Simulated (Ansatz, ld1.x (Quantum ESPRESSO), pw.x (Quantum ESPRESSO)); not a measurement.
titanium (Ti): one change to the TM potential, in the atom and in the bcc crystal

```json
{
 "Element": "titanium (Ti)",
 "Generator": "ld1.x (Quantum ESPRESSO) 7.5",
 "Type": "norm-conserving Troullier–Martins (Kleinman–Bylander form)",
 "Functional": "PBE",
 "Relativity": "scalar-relativistic",
 "Frozen core": "[Ar]",
 "Valence charge": "4",
 "Reference configuration": "3d2 4s2 4p0",
 "Partial waves": "4s (bound): rc 2.40 bohr; 4p (bound, empty): rc 3.55 bohr; 3d (bound): rc 2.00 bohr",
 "Local potential": "all-electron potential smoothed inside 2.40 bohr (lloc = -1)",
 "Core correction": "a·sin(br)/r model core inside 1.00 bohr"
}
```

Change: all radii but the core radius scaled by about 1.09 (s 2.60, p 3.86, d 2.18 bohr); local potential all-electron potential smoothed inside 2.60 bohr (lloc = -1).

Cutoffs, loose and tight: the cutoffs (Ry, on a coarse ladder) from which the occupation-weighted sum of valence levels, in a spherical-Bessel basis at the reference potential, stays within 10 and 1 mRy of its value at 400 Ry. They do not see the model core or the augmentation charge, which bear on the density cutoff. Test errors are all-electron minus pseudo excitation energies from the reference, over the configurations 3d2 4s1 4p0; 3d2 4s0 4p0; 3d1 4s0 4p0; 3d3 4s1 4p0; 3d2 4s0 4p2; 3d3 4s0 4p0; 3d2 4s0 4p1; variants that change the core or the reference have their own tests.

Crystal test: bcc Ti in pw.x 7.5, no spin, 14³ k-points, Fermi–Dirac smearing 0.01 Ry, cutoffs set for each file from its atomic test. The reference is all-electron LAPW (Ansatz 0.2.0) with the same functional, mesh and smearing; V0 and B0 come from Birch–Murnaghan fits to the pressures at five volumes. Errors are pseudo minus all-electron; Δ is the rms difference of the E(V) curves that follow from these fits, minima aligned, over ±6 % about the mean V0. Mesh and smearing are coarse, so the numbers serve the comparison and aren't converged zero-temperature values; the lattice is a test structure that the element need not adopt.

All-electron: a0 = 3.264 Å (V0 = 17.38 Å³/atom), B0 = 104.1 GPa.

**Question.** Does the change bring the crystal closer to the all-electron result?

**Answer.** The mean pressure error goes from -0.93 to +1.44 GPa, so the change moves the solid further from the all-electron pressures. At 80 % of its cutoff the pressure of the base moves by -0.94 GPa.

```csv
quantity,base,changed
outcome (atom),generated,generated
"cutoff, loose (atom)",50 Ry,45 Ry
"cutoff, tight (atom)",60 Ry,55 Ry
bound ghosts (atom),none,none
largest test error (meV) (atom),-241 over the solved tests; 1 of 7 tests not solved or not reliable,-348
cutoffs in pw.x (Ry),75/300,70/280
a0 (Å),3.254,3.278
a0 error (%),-0.30,+0.43
B0 error (%),+2.2,+1.9
Δ (meV/atom),3.5,5.2
mean pressure error (GPa),-0.93,+1.44
```

Base: The largest radius (3.55 bohr) exceeds half the bond length (2.67 bohr), so the spheres overlap, which is one possible source of error among others. Atomic configuration tests: 1 of 7 tests not solved or not reliable. The logarithmic derivative shows an extra or strongly shifted pseudo pole above the reference energy (s near 0.78 Ry). Changed file: The largest radius (3.86 bohr) exceeds half the bond length (2.67 bohr), so the spheres overlap, which is one possible source of error among others. The logarithmic derivative shows an extra or strongly shifted pseudo pole above the reference energy (s near 1.37 Ry). The atomic cutoffs weigh occupied waves only.
